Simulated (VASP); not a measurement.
# LiF (Griceite) (Fm-3m) in VASP: further runs

One crystal, LiF (Griceite), is run at these levels: PBE+D3(BJ), PBEsol; tasks: relaxation of the atoms, relaxation of cell and atoms.

All numbers are computed with VASP 6.6.1; they aren't measurements. Logs are shortened: lines on timing, memory, paths and dates and some standing lists are left out, and cuts for length are marked.

## 1. Starting point

It takes space group Fm-3m (No. 225, cubic). Conventional cell: a = 4.028 Å, b = 4.028 Å, c = 4.028 Å, α = 90.00°, β = 90.00°, γ = 90.00°. Li (site symmetry m-3m) is surrounded by 6 F at 2.01 Å. Around F (site symmetry m-3m) lie 6 Li at 2.01 Å.

## 2. Relaxation of the atoms, PBE+D3(BJ) (a relaxed cell with its volume scaled by 1.04)

Input file INCAR:

```
SYSTEM = LiF
  PREC = Accurate
  ENCUT = 600
  EDIFF = 1E-7
  ISMEAR = 0
  SIGMA = 0.03
  LREAL = .FALSE.
  LASPH = .TRUE.
  NELM = 80
  ALGO = Fast
  ISIF = 2
  LWAVE = .FALSE.
  LCHARG = .FALSE.
  GGA = PE
  IVDW = 12
  IBRION = 2
  NSW = 40
  EDIFFG = -0.01
```

Input file KPOINTS:

```
Automatic mesh
0
G
  12 12 12
  0 0 0
```

Input file POSCAR:

```
LiF                                     
1.0
    0.0000000000      2.0189116637      2.0189116637
    2.0189116637      0.0000000000      2.0189116637
    2.0189116637      2.0189116637      0.0000000000
  Li              F             
     1     1
Direct
     0.0000000000000000    0.0000000000000000    0.0000000000000000
     0.5000000000000000    0.5000000000000000    0.5000000000000000
```

Potentials or basis: VASP PAW PBE potentials, release 64 (Li_sv, F).

Command:

```bash
$ cat potpaw_PBE.64/Li_sv/POTCAR potpaw_PBE.64/F/POTCAR > POTCAR
$ mpirun -np 1 vasp_std > vasp.out
```

OUTCAR:

```text
SYSTEM = LiF
   PREC = Accurate
   ENCUT = 600
   EDIFF = 1E-7
   ISMEAR = 0
   LREAL = .FALSE.
   LASPH = .TRUE.
   NELM = 80
   ISIF = 2
   GGA = PE
   IVDW = 12
   IBRION = 2
   NSW = 40
   EDIFFG = -0.01
 IVDW          = 12

 ion  position               nearest neighbor table
   1  0.000  0.000  0.000-   2 2.02   2 2.02   2 2.02   2 2.02   2 2.02   2 2.02
   2  0.500  0.500  0.500-   1 2.02   1 2.02   1 2.02   1 2.02   1 2.02   1 2.02

  LATTYP: Found a face centered cubic cell.
 ALAT       =     4.0378233274

  Lattice vectors:

 A1 = (   0.0000000000,   2.0189116637,   2.0189116637)
 A2 = (   2.0189116637,   0.0000000000,   2.0189116637)
 A3 = (   2.0189116637,   2.0189116637,   0.0000000000)

Analysis of symmetry for initial positions (statically):
=====================================================================
 Subroutine PRICEL returns:
 Original cell was already a primitive cell.

 Routine SETGRP: Setting up the symmetry group for a
 face centered cubic supercell.

 Subroutine GETGRP returns: Found 48 space group operations
 (whereof 48 operations were pure point group operations)
 out of a pool of 48 trial point group operations.

The static configuration has the point symmetry O_h .

Analysis of symmetry for dynamics (positions and initial velocities):
=====================================================================
 Subroutine PRICEL returns:
 Original cell was already a primitive cell.

 Routine SETGRP: Setting up the symmetry group for a
 face centered cubic supercell.

 Subroutine GETGRP returns: Found 48 space group operations
 (whereof 48 operations were pure point group operations)
 out of a pool of 48 trial point group operations.

The dynamic configuration has the point symmetry O_h .

 Subroutine INISYM returns: Found 48 space group operations
 (whereof 48 operations are pure point group operations),
 and found     1 'primitive' translations

----------------------------------------------------------------------------------------

                                     Primitive cell

  volume of cell :      16.4582

  direct lattice vectors                    reciprocal lattice vectors
     0.000000000  2.018911664  2.018911664    -0.247658186  0.247658186  0.247658186
     2.018911664  0.000000000  2.018911664     0.247658186 -0.247658186  0.247658186
     2.018911664  2.018911664  0.000000000     0.247658186  0.247658186 -0.247658186

  length of vectors
     2.855172256  2.855172256  2.855172256     0.428956561  0.428956561  0.428956561

  position of ions in fractional coordinates (direct lattice)
     0.000000000  0.000000000  0.000000000
     0.500000000  0.500000000  0.500000000

  ion indices of the primitive-cell ions
   primitive index   ion index
                 1           1
                 2           2

----------------------------------------------------------------------------------------

 KPOINTS: Automatic mesh

Automatic generation of k-mesh.
 Grid dimensions read from file:
 generate k-points for:   12   12   12

 Generating k-lattice:

  Cartesian coordinates                     Fractional coordinates (reciprocal lattice)
    -0.020638182  0.020638182  0.020638182     0.083333333  0.000000000  0.000000000
     0.020638182 -0.020638182  0.020638182     0.000000000  0.083333333  0.000000000
     0.020638182  0.020638182 -0.020638182     0.000000000  0.000000000  0.083333333

  Length of vectors
     0.035746380  0.035746380  0.035746380

  Shift w.r.t. Gamma in fractional coordinates (k-lattice)
     0.000000000  0.000000000  0.000000000

 Subroutine IBZKPT returns following result:
 ===========================================

 Found     72 irreducible k-points:

 Following reciprocal coordinates:
            Coordinates               Weight
  0.000000  0.000000  0.000000      1.000000
  0.083333  0.000000  0.000000      8.000000
  0.166667  0.000000  0.000000      8.000000
  0.250000  0.000000  0.000000      8.000000
  0.333333  0.000000  0.000000      8.000000
  0.416667  0.000000  0.000000      8.000000
[... 16 lines left out ...]
  0.500000  0.166667  0.000000     24.000000
 -0.416667  0.166667  0.000000     24.000000
 [... further k-points ...]
   k-points           NKPTS =     72   k-points in BZ     NKDIM =     72   number of bands    NBANDS=      9
   number of dos      NEDOS =    301   number of ions     NIONS =      2
   total plane-waves  NPLWV =  13824
   dimension x,y,z NGX =    24 NGY =   24 NGZ =   24
   dimension x,y,z NGXF=    48 NGYF=   48 NGZF=   48
   ions per type =               1   1
   NGX,Y,Z   is equivalent  to a cutoff of  13.97, 13.97, 13.97 a.u.
   NGXF,Y,Z  is equivalent  to a cutoff of  27.95, 27.95, 27.95 a.u.
 SYSTEM =  LiF
   PREC   = accura    normal or accurate (medium, high low for compatibility)
   ISTART =      0    job   : 0-new  1-cont  2-samecut
   ICHARG =      2    charge: 1-file 2-atom 10-const
   ISPIN  =      1    spin polarized calculation?
   LNONCOLLINEAR =      F non collinear calculations
   LSORBIT =      F    spin-orbit coupling
   LASPH  =      T    aspherical Exc in radial PAW
   ENCUT  =  600.0 eV  44.10 Ry    6.64 a.u.   5.70  5.70  5.70*2*pi/ulx,y,z
   NELM   =     80;   NELMIN=  2; NELMDL= -5     # of ELM steps
   EDIFF  = 0.1E-06   stopping-criterion for ELM
   LREAL  =      F    real-space projection
   EDIFFG = -.1E-01   stopping-criterion for IOM
   NSW    =     40    number of steps for IOM
   IBRION =      2    ionic relax: 0-MD 1-quasi-New 2-CG
   NFREE  =      1    steps in history (QN), initial steepest desc. (CG)
   ISIF   =      2    stress and relaxation
   ISYM   =      2    0-nonsym 1-usesym 2-fastsym
   POTIM  = 0.5000    time-step for ionic-motion
   TEBEG  =    0.0;   TEEND  =   0.0 temperature during run
   PSTRESS=    0.0 pullay stress
   NELECT =      10.0000    total number of electrons
   NUPDOWN=      -1.0000    fix difference up-down
   EMIN   =  10.00;   EMAX   =-10.00  energy-range for DOS
   EFERMI =   0.00;   METHOD = LEGACY
   ISMEAR =     0;   SIGMA  =   0.03  broadening in eV -4-tet -1-fermi 0-gaus
   EFERMI_NEDOS =   21; number of points for ismear=-14 and -15
   IALGO  =     68    algorithm
   IMIX   =      4    mixing-type and parameters
     AMIX     =   0.40;   BMIX     =  1.00
     AMIX_MAG =   1.60;   BMIX_MAG =  1.00
  volume/ion in A,a.u.               =       8.23        55.53
  Fermi-wavevector in a.u.,A,eV,Ry     =   1.386588  2.620272 26.158928  1.922627
  Thomas-Fermi vector in A             =   2.510890
   LORBIT       =      0    0 simple, 1 ext, 2 COOP (PROOUT), +10 PAW based schemes
   GGA     = PE    functional components
   LHFCALC =     F    Hartree Fock is set to
   AEXX    =    0.0000 exact exchange contribution
   IVDW    =    12    specifies the selected vdW correction
   LEPSILON=     F    determine dielectric tensor
   LRPA    =     F    only Hartree local field effects (RPA)
 conjugate gradient relaxation of ions
 non-spin polarized calculation
 RMM-DIIS sequential band-by-band and
 Gauss-broadening in eV      SIGMA  =   0.03
  energy-cutoff  :      600.00
  volume of cell :       16.46
 maximum number of plane-waves:       568
   NGX = 11   NGY = 11   NGZ = 11

 number of electron      10.0000000 magnetization

 number of electron       9.9999991 magnetization

 Free energy of the ion-electron system (eV)
  ---------------------------------------------------
  ext. energy  EPLUGINS =         0.00000000
  ---------------------------------------------------
  free energy    TOTEN  =        -9.64143762 eV

  energy without entropy =       -9.64143762  energy(sigma->0) =       -9.64143762

 E-fermi :  -0.7714     XC(G=0):  -9.9477

 val. band max:       -1.0662151667   @ k =   0.0000   0.0000   0.0000
 cond. band min:       7.9651402757   @ k =   0.0000   0.0000   0.0000
 fundamental gap:      9.0313554424
 Fermi energy:        -0.7713656999

 k-point     1 :       0.0000    0.0000    0.0000
  band No.  band energies     occupation
      1     -41.9980      2.00000
      2     -21.0205      2.00000
      3      -1.0662      2.00000
      4      -1.0662      2.00000
      5      -1.0662      2.00000
      6       7.9651      0.00000
      7      22.8372      0.00000
      8      23.1275      0.00000
      9      23.1867      0.00000

 k-point     2 :       0.0833    0.0000    0.0000
  band No.  band energies     occupation
      1     -41.9942      2.00000
      2     -20.9935      2.00000
      3      -1.2683      2.00000
      4      -1.0822      2.00000
      5      -1.0822      2.00000
      6       8.1720      0.00000
      7      20.6349      0.00000
      8      21.8133      0.00000
      9      21.8135      0.00000

 k-point     3 :       0.1667    0.0000    0.0000
  band No.  band energies     occupation
      1     -41.9840      2.00000
      2     -20.9190      2.00000
      3      -1.7845      2.00000
      4      -1.1253      2.00000
      5      -1.1253      2.00000
      6       8.6777      0.00000
      7      18.4124      0.00000
      8      20.5631      0.00000
      9      20.5631      0.00000

 k-point     4 :       0.2500    0.0000    0.0000
  band No.  band energies     occupation
      1     -41.9698      2.00000
      2     -20.8139      2.00000
      3      -2.4244      2.00000
      4      -1.1825      2.00000
      5      -1.1825      2.00000
      6       9.2229      0.00000
      7      16.8152      0.00000
      8      19.4175      0.00000
      9      19.4175      0.00000

 k-point     5 :       0.3333    0.0000    0.0000
  band No.  band energies     occupation
      1     -41.9556      2.00000
      2     -20.7051      2.00000
      3      -3.0118      2.00000
      4      -1.2381      2.00000
      5      -1.2381      2.00000
      6       9.5676      0.00000
      7      15.9394      0.00000
      8      18.5248      0.00000
      9      18.5248      0.00000

 k-point     6 :       0.4167    0.0000    0.0000
  band No.  band energies     occupation
      1     -41.9453      2.00000
      2     -20.6226      2.00000
      3      -3.4174      2.00000
      4      -1.2776      2.00000
      5      -1.2776      2.00000
      6       9.6672      0.00000
      7      15.6383      0.00000
      8      17.9640      0.00000
      9      17.9640      0.00000
[... 169 lines left out ...]
 k-point    21 :       0.3333    0.1667    0.0000
  band No.  band energies     occupation
      1     -41.9565      2.00000
      2     -20.6875      2.00000
      3      -2.7427      2.00000
      4      -1.5401      2.00000
      5      -1.5023      2.00000
      6      10.2637      0.00000
      7      16.1512      0.00000
      8      18.4763      0.00000
      9      19.0341      0.00000

 k-point    22 :       0.4167    0.1667    0.0000
  band No.  band energies     occupation
      1     -41.9449      2.00000
      2     -20.5899      2.00000
      3      -3.1760      2.00000
      4      -1.7076      2.00000
      5      -1.5259      2.00000
      6      10.6500      0.00000
      7      15.3370      0.00000
      8      18.0135      0.00000
      9      18.4989      0.00000

 k-point    23 :       0.5000    0.1667    0.0000
  band No.  band energies     occupation
      1     -41.9379      2.00000
      2     -20.5287      2.00000
      3      -3.4176      2.00000
      4      -1.8706      2.00000
      5      -1.4934      2.00000
      6      10.7697      0.00000
      7      14.9968      0.00000
      8      17.8528      0.00000
      9      18.1280      0.00000

 k-point    24 :      -0.4167    0.1667    0.0000
  band No.  band energies     occupation
      1     -41.9369      2.00000
      2     -20.5226      2.00000
      3      -3.4197      2.00000
      4      -1.9798      2.00000
      5      -1.4127      2.00000
      6      10.7421      0.00000
      7      14.8721      0.00000
      8      17.9453      0.00000
      9      18.0074      0.00000

 [... further k-points ...]

------------------------ aborting loop because EDIFF is reached ----------------------------------------

 Edisp (eV)   -0.35409

 E8    (eV) :    -0.1299

  FORCE on cell =-STRESS in cart. coord.  units (eV):
  Direction    XX          YY          ZZ          XY          YZ          ZX
  --------------------------------------------------------------------------------------
  -------------------------------------------------------------------------------------
  Total      -0.28142    -0.28142    -0.28142     0.00000    -0.00000    -0.00000
  in kB     -27.39573   -27.39573   -27.39573     0.00000    -0.00000    -0.00000
  external pressure =      -27.40 kB  Pullay stress =        0.00 kB

 VOLUME and BASIS-vectors are now :
 -----------------------------------------------------------------------------
  energy-cutoff  :      600.00
  volume of cell :       16.46
      direct lattice vectors                 reciprocal lattice vectors
     0.000000000  2.018911664  2.018911664    -0.247658186  0.247658186  0.247658186
     2.018911664  0.000000000  2.018911664     0.247658186 -0.247658186  0.247658186
     2.018911664  2.018911664  0.000000000     0.247658186  0.247658186 -0.247658186

 POSITION                                       TOTAL-FORCE (eV/Angst)
 -----------------------------------------------------------------------------------
      0.00000      0.00000      0.00000         0.000000      0.000000      0.000000
      2.01891      2.01891      2.01891        -0.000000     -0.000000     -0.000000
 -----------------------------------------------------------------------------------
    total drift:                               -0.000000     -0.000000      0.000000

  FREE ENERGIE OF THE ION-ELECTRON SYSTEM (eV)
  ---------------------------------------------------
  free  energy   TOTEN  =        -9.9955268501 eV

  energy  without entropy=       -9.9955268501  energy(sigma->0) =       -9.99552685

 reached required accuracy - stopping structural energy minimisation
```

It took 16 s on 1 thread of AMD EPYC 9R14 (Zen 4), shared host; peak memory 0.12 GiB.

What came out:

```yaml
Free_energy: -9.9955 eV
Pressure_after_relaxing: -2.7 GPa
Band_gap_on_the_k_mesh: 9.03 eV, direct
Dispersion_energy_per_atom: -0.177 eV
```

Final structure:
```yaml
crystal:
  lattice:
    - [0.00000, 2.01891, 2.01891]
    - [2.01891, 0.00000, 2.01891]
    - [2.01891, 2.01891, 0.00000]
  atoms:
    - { symbol: Li, position: [0.00000, 0.00000, 0.00000] }
    - { symbol: F, position: [0.50000, 0.50000, 0.50000] }
```

Caveat: the cutoff is under 1.25 times the usual one of these potentials, so pressure, stress and relaxed cells hold a basis-set (Pulay) error; the relaxation stopped at its first step, so nothing moved. A k mesh can miss the band edges.

## 3. Relaxation of the atoms, PBE+D3(BJ) (a relaxed cell with its volume scaled by 1.06)

INCAR is that of step 2.

KPOINTS is that of step 2.

Input file POSCAR:

```
LiF                                     
1.0
    0.0000000000      2.0317713203      2.0317713203
    2.0317713203      0.0000000000      2.0317713203
    2.0317713203      2.0317713203      0.0000000000
  Li              F             
     1     1
Direct
     0.0000000000000000    0.0000000000000000    0.0000000000000000
     0.5000000000000000    0.5000000000000000    0.5000000000000000
```

Potentials or basis: VASP PAW PBE potentials, release 64 (Li_sv, F).

Command:

```bash
$ cat potpaw_PBE.64/Li_sv/POTCAR potpaw_PBE.64/F/POTCAR > POTCAR
$ mpirun -np 1 vasp_std > vasp.out
```

Wall time 15 s (1 thread of AMD EPYC 9R14 (Zen 4), shared host); peak memory 0.12 GiB.

Results (log left out):

* Free energy: -9.9904 eV
* Pressure after relaxing: -3.9 GPa
* Band gap on the k mesh: 8.87 eV, direct
* Dispersion energy per atom: -0.174 eV

Final structure:
```
Li F
1.0
     0.00000    2.03177    2.03177
     2.03177    0.00000    2.03177
     2.03177    2.03177    0.00000
Li F
1 1
Cartesian
  0.0000 0.0000 0.0000
  2.0318 2.0318 2.0318
```

Levels at points of the mesh, in eV from the valence-band top:
| k point | band 2 | band 3 | band 4 | band 5 | band 6 | band 7 | band 8 | band 9 |
| --- | --- | --- | --- | --- | --- | --- | --- | --- |
| (0.00, 0.00, 0.00) | -19.90 | 0.00 | 0.00 | 0.00 | 8.87 | 23.65 | 23.89 | 24.06 |
| (0.50, 0.00, 0.00) | -19.49 | -2.44 | -0.22 | -0.22 | 10.64 | 16.44 | 18.69 | 18.69 |
| (0.50, 0.50, 0.00) | -19.24 | -2.89 | -0.96 | -0.96 | 14.56 | 16.35 | 17.15 | 19.93 |

Caveat: the cutoff is under 1.25 times the usual one of these potentials, so pressure, stress and relaxed cells hold a basis-set (Pulay) error; the relaxation stopped at its first step, so nothing moved. A k mesh can miss the band edges.

## 4. Relaxation of cell and atoms, PBEsol

Input file INCAR:

```
PREC     = Accurate       # precision mode
ENCUT    = 600            # plane-wave cutoff, eV
EDIFF    = 1E-6           # SCF threshold, eV
ISMEAR   = 0              # smearing method
SIGMA    = 0.03           # smearing width, eV
LREAL    = False          # projectors in reciprocal space
LASPH    = True           # aspherical terms in the spheres
NELM     = 80             # most SCF steps
ALGO     = Normal         # electronic algorithm
ISIF     = 3              # what is computed and relaxed
LWAVE    = False          # write WAVECAR
LCHARG   = False          # write CHGCAR
GGA      = PS             # functional
IBRION   = 2              # ionic algorithm
NSW      = 90             # ionic steps
EDIFFG   = -0.01          # ionic threshold
```

Input file KPOINTS:

```
Automatic mesh
0
Gamma
  12 12 12
```

Input file POSCAR:

```
LiF
1.0
    0.0000000000      2.0140000000      2.0140000000
    2.0140000000      0.0000000000      2.0140000000
    2.0140000000      2.0140000000      0.0000000000
Li F
1 1
Direct
    0.0000000000      0.0000000000      0.0000000000
    0.5000000000      0.5000000000      0.5000000000
```

Command:

```bash
$ cat potpaw_PBE.64/Li_sv/POTCAR potpaw_PBE.64/F/POTCAR > POTCAR
$ mpirun -np 1 vasp_std > vasp.out
```

It took 15 s on 1 thread of Intel Xeon Platinum 8488C (Sapphire Rapids), shared host; peak memory 0.13 GiB.

It converged, with:

| Quantity | Value |
| --- | --- |
| Free energy | -9.8568 eV |
| Relaxed volume | 7.98 Å³/atom |
| Relaxed cell | a = 2.826 Å, b = 2.826 Å, c = 2.826 Å, α = 60.00°, β = 60.00°, γ = 60.00° |
| Space group after relaxing (to 0.05 Å) | Fm-3m (No. 225) |
| Energy gained by relaxing | 0.9 meV/atom |
| Ionic steps | 4 |
| Pressure after relaxing | 0.0 GPa |
| Band gap on the k mesh | 9.12 eV, direct |

Step by step:
| step | energy change (eV) | largest force (eV/Å) | pressure (GPa) | volume (Å³) |
| --- | --- | --- | --- | --- |
| 1 | 0.0000 | 0.0000 | -1.55 | 16.34 |
| 2 | -0.0014 | 0.0000 | -0.80 | 16.15 |
| 3 | -0.0018 | 0.0000 | -0.20 | 16.01 |
| 4 | -0.0019 | 0.0000 | 0.03 | 15.96 |

Final structure:
```
Li F
1.0
     0.00000    1.99848    1.99848
     1.99848    0.00000    1.99848
     1.99848    1.99848    0.00000
Li F
1 1
Direct
  0.00000 0.00000 0.00000
  0.50000 0.50000 0.50000
```

Levels at points of the mesh, in eV from the valence-band top:
| k point | band 3 | band 4 | band 5 | band 6 | band 7 | band 8 |
| --- | --- | --- | --- | --- | --- | --- |
| (0.00, 0.00, 0.00) | 0.00 | 0.00 | 0.00 | 9.12 | 24.13 | 24.13 |
| (0.50, 0.00, 0.00) | -2.63 | -0.24 | -0.24 | 10.69 | 16.83 | 18.92 |
| (0.50, 0.50, 0.00) | -3.16 | -1.05 | -1.05 | 14.85 | 16.30 | 17.61 |

Caveat: the cutoff is under 1.25 times the usual one of these potentials, so pressure, stress and relaxed cells hold a basis-set (Pulay) error; the PAW data sets were made with another functional, which shifts forces and pressure a little. As with any semilocal functional, this PBEsol gap is likely too small.

(Part 1 of 2 ends here.)
